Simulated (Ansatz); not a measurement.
The system is SnSe.

```xyz
8
Lattice="11.4200 0.0000 0.0000 0.0000 4.1900 0.0000 0.0000 0.0000 4.4600" Properties=species:S:1:pos:R:3 pbc="T T T"
Sn   10.0153    3.1425    4.0541
Sn    7.1147    1.0475    1.8241
Sn    4.3053    3.1425    2.6359
Sn    1.4047    1.0475    0.4059
Se    7.3431    3.1425    4.3886
Se    9.7869    1.0475    2.1586
Se    1.6331    3.1425    2.3014
Se    4.0769    1.0475    0.0714
```

Base run:

- Program: Ansatz 0.2.0
- Functional: PBE
- Potentials or basis: all-electron LAPW, scalar-relativistic
- Cutoff: 236 eV
- Density cutoff: 943 eV
- Basis error allowed: 0.002 eV/atom
- k mesh: 3 × 6 × 6
- Occupations: fermi-dirac, width 0.05 eV
- Spin: no spin polarisation

Its results: band gap on the k mesh 0.54 eV, indirect (least direct gap 0.72 eV); pressure 2.4 GPa; largest force 0.309 eV/Å.

Problem. The run is repeated on the same cell with these changes: functional from PBE to PBEsol. What comes out?

Solution. Band gap on the k mesh 0.49 eV, indirect (least direct gap 0.67 eV); pressure -0.6 GPa; largest force 0.234 eV/Å.

PBEsol binds more tightly than PBE, so the same cell stands under less pressure.

Caveats: spin-orbit coupling is left out, which moves the levels of the heavy elements.

Not every run made on this cell is shown here.
